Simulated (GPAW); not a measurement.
# AlCo (Pm-3m) in GPAW: single point with PBE

Aim: the single point of AlCo with PBE.

Everything below comes from runs of GPAW 26.7.0. Logs are shortened: lines on timing, memory, paths and dates and some standing lists are left out, and cuts for length are marked. The log counts tension as positive stress, the text compression.

### Step 1. Starting point

Symmetry: Pm-3m, No. 221, cubic system. The conventional cell has a = 2.819 Å, b = 2.819 Å, c = 2.819 Å, α = 90.00°, β = 90.00°, γ = 90.00°. Co (site symmetry m-3m) has 8 Al at 2.44 Å as nearest neighbours. Al (site symmetry m-3m) is surrounded by 8 Co at 2.44 Å.

The cell is a database's computed one.

### Step 2. Single point, PBE, collinear spin, ferromagnetic start

File run.py:

```python
from ase.io import read
from gpaw import PW
from gpaw.dft import DFT

atoms = read('POSCAR')
atoms.set_initial_magnetic_moments([2.0, 0.0])

dft = DFT(atoms,
          mode=PW(600),
          xc='PBE',
          kpts={'size': (9, 9, 9), 'gamma': True},
          occupations={'name': 'fermi-dirac', 'width': 0.05},
          nbands=15,
          convergence={'density': 1e-05, 'energy': 1e-05},
          maxiter=150,
          txt='gpaw.txt')
print(f'Energy: {dft.calculate_energy():.6f} eV')
print('Forces (eV/A):')
print(dft.calculate_forces().round(4))
print('Stress (eV/A^3):', dft.calculate_stress().round(6))
print('Moments:', dft.magmoms()[1].round(3))
dft.write_gpw_file('gs.gpw')
```

File POSCAR:

```
AlCo
1.0
    2.8194032100      0.0000000000      0.0000000000
    0.0000000000      2.8194032100      0.0000000000
    0.0000000000      0.0000000000      2.8194032100
Co Al
1 1
Direct
    0.5000000000      0.5000000000      0.5000000000
    0.0000000000      0.0000000000      0.0000000000
```

Potentials or basis: GPAW PAW data sets (gpaw-data 1.2.1), pw.

Started as:

```bash
$ OMP_NUM_THREADS=1 python run.py
```

gpaw.txt:

```text
Diagonalizing LCAO Hamiltonian
Converting LCAO to pw mode
   .------.
  /|      |
 * |  Co  |
 | .------.
 |/      /
 Al-----*

Atoms  # Å, Bohr magnetons
|   | symbol |        x |        y |        z |    initial magnetic moments |
|---|--------|----------|----------|----------|-----------------------------|
| 0 |     Co | 1.409702 | 1.409702 | 1.409702 | ( 0.0000,  0.0000,  2.0000) |
| 1 |     Al | 0.000000 | 0.000000 | 0.000000 | ( 0.0000,  0.0000,  0.0000) |

Unit cell  # Å
| periodic |        x |        y |        z |  lengths |    angles |
|----------|----------|----------|----------|----------|-----------|
|      yes | 2.819403 | 0.000000 | 0.000000 | 2.819403 | 90.000000 |
|      yes | 0.000000 | 2.819403 | 0.000000 | 2.819403 | 90.000000 |
|      yes | 0.000000 | 0.000000 | 2.819403 | 2.819403 | 90.000000 |

Number of symmetries: 48
Symmetry operations  # r_c * U_cc + t_c -> r_c
|    | kind |            matrix            |
|----|------|------------------------------|
|  0 |  E   |  1, 0, 0,  0, 1, 0,  0, 0, 1 |
|  1 |  σ   |  1, 0, 0,  0, 1, 0,  0, 0,-1 |
|  2 |  σ   |  1, 0, 0,  0, 0, 1,  0, 1, 0 |
|  3 |  C4  |  1, 0, 0,  0, 0, 1,  0,-1, 0 |
|  4 |  C4  |  1, 0, 0,  0, 0,-1,  0, 1, 0 |
|  5 |  σ   |  1, 0, 0,  0, 0,-1,  0,-1, 0 |
|  6 |  σ   |  1, 0, 0,  0,-1, 0,  0, 0, 1 |
|  7 |  C2  |  1, 0, 0,  0,-1, 0,  0, 0,-1 |
|  8 |  σ   |  0, 1, 0,  1, 0, 0,  0, 0, 1 |
|  9 |  C2  |  0, 1, 0,  1, 0, 0,  0, 0,-1 |
| 10 |  C3  |  0, 1, 0,  0, 0, 1,  1, 0, 0 |
| 11 |  S6  |  0, 1, 0,  0, 0, 1, -1, 0, 0 |
| 12 |  S6  |  0, 1, 0,  0, 0,-1,  1, 0, 0 |
| 13 |  C3  |  0, 1, 0,  0, 0,-1, -1, 0, 0 |
| 14 |  C4  |  0, 1, 0, -1, 0, 0,  0, 0, 1 |
| 15 |  S4  |  0, 1, 0, -1, 0, 0,  0, 0,-1 |
| 16 |  C3  |  0, 0, 1,  1, 0, 0,  0, 1, 0 |
| 17 |  S6  |  0, 0, 1,  1, 0, 0,  0,-1, 0 |
| 18 |  σ   |  0, 0, 1,  0, 1, 0,  1, 0, 0 |
| 19 |  C4  |  0, 0, 1,  0, 1, 0, -1, 0, 0 |
| 20 |  C2  |  0, 0, 1,  0,-1, 0,  1, 0, 0 |
| 21 |  S4  |  0, 0, 1,  0,-1, 0, -1, 0, 0 |
| 22 |  S6  |  0, 0, 1, -1, 0, 0,  0, 1, 0 |
| 23 |  C3  |  0, 0, 1, -1, 0, 0,  0,-1, 0 |
| 24 |  S6  |  0, 0,-1,  1, 0, 0,  0, 1, 0 |
| 25 |  C3  |  0, 0,-1,  1, 0, 0,  0,-1, 0 |
| 26 |  C4  |  0, 0,-1,  0, 1, 0,  1, 0, 0 |
| 27 |  σ   |  0, 0,-1,  0, 1, 0, -1, 0, 0 |
| 28 |  S4  |  0, 0,-1,  0,-1, 0,  1, 0, 0 |
| 29 |  C2  |  0, 0,-1,  0,-1, 0, -1, 0, 0 |
| 30 |  C3  |  0, 0,-1, -1, 0, 0,  0, 1, 0 |
| 31 |  S6  |  0, 0,-1, -1, 0, 0,  0,-1, 0 |
| 32 |  C4  |  0,-1, 0,  1, 0, 0,  0, 0, 1 |
| 33 |  S4  |  0,-1, 0,  1, 0, 0,  0, 0,-1 |
| 34 |  S6  |  0,-1, 0,  0, 0, 1,  1, 0, 0 |
| 35 |  C3  |  0,-1, 0,  0, 0, 1, -1, 0, 0 |
| 36 |  C3  |  0,-1, 0,  0, 0,-1,  1, 0, 0 |
| 37 |  S6  |  0,-1, 0,  0, 0,-1, -1, 0, 0 |
| 38 |  σ   |  0,-1, 0, -1, 0, 0,  0, 0, 1 |
| 39 |  C2  |  0,-1, 0, -1, 0, 0,  0, 0,-1 |
| 40 |  σ   | -1, 0, 0,  0, 1, 0,  0, 0, 1 |
| 41 |  C2  | -1, 0, 0,  0, 1, 0,  0, 0,-1 |
| 42 |  C2  | -1, 0, 0,  0, 0, 1,  0, 1, 0 |
| 43 |  S4  | -1, 0, 0,  0, 0, 1,  0,-1, 0 |
| 44 |  S4  | -1, 0, 0,  0, 0,-1,  0, 1, 0 |
| 45 |  C2  | -1, 0, 0,  0, 0,-1,  0,-1, 0 |
| 46 |  C2  | -1, 0, 0,  0,-1, 0,  0, 0, 1 |
| 47 |  i   | -1, 0, 0,  0,-1, 0,  0, 0,-1 |

BZ-sampling:
  Number of BZ points: 729
  Number of IBZ points: 35

  Monkhorst-Pack size: [9, 9, 9]
  Monkhorst-Pack shift: [0, 0, 0]

K-points  # in reciprocal-cell coordinates
|     |                                coordinates |     weight |
|-----|--------------------------------------------|------------|
|   0 | (  0.00000000,   0.00000000,   0.00000000) | 0.00137174 |
|   1 | (  0.11111111,   0.00000000,   0.00000000) | 0.00823045 |
|   2 | (  0.11111111,   0.11111111,   0.00000000) | 0.01646091 |
|   3 | (  0.11111111,   0.11111111,   0.11111111) | 0.01097394 |
|   4 | (  0.22222222,   0.00000000,   0.00000000) | 0.00823045 |
|   5 | (  0.22222222,   0.11111111,   0.00000000) | 0.03292181 |
|   6 | (  0.22222222,   0.11111111,   0.11111111) | 0.03292181 |
|   7 | (  0.22222222,   0.22222222,   0.00000000) | 0.01646091 |
|   8 | (  0.22222222,   0.22222222,   0.11111111) | 0.03292181 |
|   9 | (  0.22222222,   0.22222222,   0.22222222) | 0.01097394 |
| ... |                                            |            |
|  34 | (  0.44444444,   0.44444444,   0.44444444) | 0.01097394 |

Plane wave coefficients: 756
Cutoff: 600.0 eV

Spin-components: 2 (collinear spins)
Bands:           15
Projectors:      11
Spin-degeneracy: 1
Datatype:        complex128

Density:
  Valence electrons: 12.0
  Components: 2
  Grid points: [16 16 16]
  Charge: 0.0  # |e|

Potential:
  Grid points: [16 16 16]

species:
  Co:
    name:    Cobalt
    Z:       27.0
    valence: 9
    core:    18
    charge:  0.0  # [|e|]
    compensation charges:
      type: gauss
      rc: 0.32  # [Å]
      lmax: 2
    cutoffs:
      filter: 1.87  # [Å]
      core: 2.55  # [Å]
    projectors
    | kind |    occ | energy [eV] | rcut [Å] |
    |------|--------|-------------|----------|
    |   4s |  2.000 |      -5.469 |    1.005 |
    |   4p |  0.000 |      -1.277 |    1.058 |
    |   3d |  7.000 |      -8.205 |    1.005 |
    |    s |        |      21.742 |    1.005 |
    |    p |        |      25.934 |    1.058 |
    |    d |        |      19.007 |    1.005 |

    Using partial waves for Co as LCAO basis

  Al:
    name:    Aluminium
    Z:       13.0
    valence: 3
    core:    10
    charge:  0.0  # [|e|]
    compensation charges:
      type: gauss
      rc: 0.34  # [Å]
      lmax: 2
    cutoffs:
      filter: 1.91  # [Å]
      core: 2.36  # [Å]
    projectors
    | kind |    occ | energy [eV] | rcut [Å] |
    |------|--------|-------------|----------|
    |   3s |  2.000 |      -7.753 |    1.085 |
    |   3p |  1.000 |      -2.712 |    1.085 |
    |    s |        |      19.459 |    1.085 |
    |    p |        |      24.499 |    1.085 |
    |    d |        |       0.000 |    1.085 |

    Using partial waves for Al as LCAO basis

Reference energy: -44506.133171  # eV

eigensolver:
  PPCG
  Converge bands: occupied
  niter=2

density mixing:
  MSR1-Mixer
  Pratt-step length: 0.05
  Maximum mixing coefficient: 0.75
  Old densities: 10
  SVD Regularization: 0.005
  Good broyden scale: 1.0
  Trust region scale: 1.0
  Backstep threshold: 4.0
  History deletion threshold: 6.0
  Fourier metric: weight=20.0, sigma=0.015

occupation numbers:
  Fermi-Dirac:
    width: 0.0500  # eV

poisson solver:
  ecut: 4800.0  # eV

xc functional:
  name: PBE with 2 nearest neighbor stencil

convergence criteria:
- Maximum integral of absolute [dens]ity change: 1e-05 electrons / valence electron
- Maximum [total energy] change in last 3 cyles: 1e-05 eV / valence electron
- Maximum integral of absolute [eigenst]ate change: 4e-08 eV^2 / valence electron
maximum number of iterations: 150

SCF iterations
|iter     | |      energy | eigst |  dens |  magmom |
|---------|-|-------------|-------|-------|---------|
|iter:   1| |  -12.776226 | +0.54 |       |  +2.0067|
|iter:   2| |  -12.763175 | -1.96 | -0.77 |  +1.9401|
|iter:   3| |  -13.045526 | -2.36 | -0.81 |  +1.2956|
|iter:   4| |  -13.139289 | -1.78 | -0.94 |  +0.5698|
|iter:   5| |  -13.126800 | -2.50 | -1.21 |  +0.2340|
|iter:   6| |  -13.151981 | -3.20 | -1.59 |  +0.0400|
|iter:   7| |  -13.159320 | -3.74 | -1.92 |  +0.0260|
|iter:   8| |  -13.163133 | -3.82 | -2.19 |  +0.0186|
|iter:   9| |  -13.163480 | -4.88 | -2.83 |  +0.0041|
|iter:  10| |  -13.163549 | -5.31 | -3.24 |  +0.0016|
|iter:  11| |  -13.163550c| -7.05 | -3.93 |  +0.0001|
|iter:  12| |  -13.163550c| -8.03c| -4.44 |  +0.0001|
|iter:  13| |  -13.163550c| -8.46c| -4.95 |  -0.0000|
|iter:  14| |  -13.163550c| -9.52c| -5.70c|  -0.0000|
SCF steps: 14
Energy contributions relative to reference atoms: (reference = -44506.133171)

Energy contributions:
  Kinetic:          21.053326
  Coulomb:         -15.282905
  Zero:             -0.059385
  External:          0.000000
  Xc:              -18.872392
  Entropy:          -0.004389
  Spinorbit:         0.000000
  ----------------------------
  Free energy:     -13.165745
  Extrapolated:    -13.163550

Forces  # eV/Ang
|        x |        y |        z |
|----------|----------|----------|
| -0.00000 | -0.00000 | -0.00000 |  # Co   0
|  0.00000 |  0.00000 |  0.00000 |  # Al   1

Stress tensor  # eV/Ang^3
|         x |         y |         z |
|-----------|-----------|-----------|
| -0.045565 |  0.000000 |  0.000000 |
|  0.000000 | -0.045565 |  0.000000 |
|  0.000000 |  0.000000 | -0.045565 |

Total magnetic moment: (0.000000, 0.000000, -0.000001)

Local magnetic moments
|        x |        y |         z |
|----------|----------|-----------|
| 0.000000 | 0.000000 | -0.000006 |  # Co   0
| 0.000000 | 0.000000 |  0.000002 |  # Al   1

Writing to gs.gpw (mode='')

  __  _  _
 | _ |_)|_||  |
 |__||  | ||/\| - 26.7.0

Input parameters:
  mode=PW(ecut=600.0),
  convergence={'density': 1e-05, 'energy': 1e-05},
  kpts=MonkhorstPack(size=(9, 9, 9), gamma=True),
  maxiter=150,
  nbands=15,
  occupations=Occupations(name='fermi-dirac', width=0.05),
  xc=XC(name='PBE')
# Writing to gs.gpw (mode='')
```

Wall time 17 s (1 thread of Arm Neoverse V1, shared host); peak memory 0.14 GiB.

Results:

| Quantity | Value |
| --- | --- |
| Free energy | -13.1657 eV |
| Pressure | 7.3 GPa |
| Band gap on the k mesh | none (metal or under the smearing width) |
| Net moment | 0.00 μB per cell |

Levels at points of the mesh, in eV from the Fermi level:
Spin up:
```csv
k point,band 2,band 3,band 4,band 5,band 6,band 7,band 8,band 9,band 10,band 11
"(0.00, 0.00, 0.00)",-3.13,-3.13,-0.86,-0.86,-0.86,6.10,6.10,6.10,8.86,8.86
```
Spin down:
```csv
k point,band 3,band 4,band 5,band 6,band 7,band 8,band 9,band 10
"(0.00, 0.00, 0.00)",-3.13,-0.86,-0.86,-0.86,6.10,6.10,6.10,8.86
```

Caveat: the starting moments collapsed, and a magnetic state may lie lower.

### Step 3. The reference run

An earlier run on the cell as given: functional PBE; potentials or basis GPAW PAW data sets (gpaw-data 1.2.1); cutoff 600 eV; basis pw; k mesh 9 × 9 × 9; occupations fermi-dirac, width 0.05 eV; collinear spin, ferromagnetic start; starting moments [2.0, 0.0] μB.

* Pressure: 7.3 GPa
* Band gap on the k mesh: none (metal or under the smearing width)
* Net moment: 0.00 μB per cell
